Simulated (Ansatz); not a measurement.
Level of theory: Ansatz 0.2.0, DFT PBE, scalar-relativistic, plane waves, PAW. Settings: cutoff 420 eV, Γ-centred meshes spaced at most about 0.3 Å⁻¹, and about 0.25 Å⁻¹ or finer for metals (2π included), Gaussian smearing. No spin polarisation.

Temperature and zero-point effects are left out.

Question: Order these relaxed structures of Na2H3 by energy, lowest first, with the energy over the lowest of them.
1.

```
CELL_PARAMETERS angstrom
3.05481 1.76369 4.30164
-3.05481 1.76369 4.30164
0.00000 -3.52739 4.30164
ATOMIC_POSITIONS crystal
Na 0.86961 0.86961 0.86961
Na 0.63039 0.63039 0.63039
Na 0.13039 0.13039 0.13039
Na 0.36961 0.36961 0.36961
H 0.04505 0.45495 0.75000
H 0.75000 0.04505 0.45495
H 0.45495 0.75000 0.04505
H 0.95495 0.54505 0.25000
H 0.25000 0.95495 0.54505
H 0.54505 0.25000 0.95495
```

2.

```
CELL_PARAMETERS angstrom
3.54340 0.00000 0.00000
0.00000 3.54340 0.00000
0.00000 0.00000 7.08426
ATOMIC_POSITIONS crystal
Na 0.00000 0.00000 0.71360
Na 0.00000 0.00000 0.28640
H 0.50000 0.00000 0.50000
H 0.00000 0.50000 0.50000
H 0.00000 0.00000 0.00000
```

3.

```
CELL_PARAMETERS angstrom
1.66231 0.95973 5.86872
-1.66231 0.95973 5.86872
0.00000 -1.91947 5.86872
ATOMIC_POSITIONS crystal
Na 0.41361 0.41361 0.41361
Na 0.58639 0.58639 0.58639
H 0.00000 0.00000 0.00000
H 0.16871 0.16871 0.16871
H 0.83129 0.83129 0.83129
```

Answer: 3 (0 meV/atom), 1 (180 meV/atom), 2 (249 meV/atom). Forms: cell 3 R-3m; cell 1 R-3c; cell 2 P4/mmm. Counting H atoms around Na (those within 1.25 times the shortest such distance or 1.15 times the sum of covalent radii; a plus sign parts nearer from farther groups): cell 3 has Na 9; cell 1 has Na 6; cell 2 has Na 1+4. All come from invented guesses. Even the lowest of the cells shown lies +0.16 eV/atom against the elements.

With hydrogen, zero-point motion can shift such differences by 10 meV/atom or more. Cells relaxed within their symmetry can be saddle points. Some candidate types were left out of the draw beforehand, so a known form may be missing.
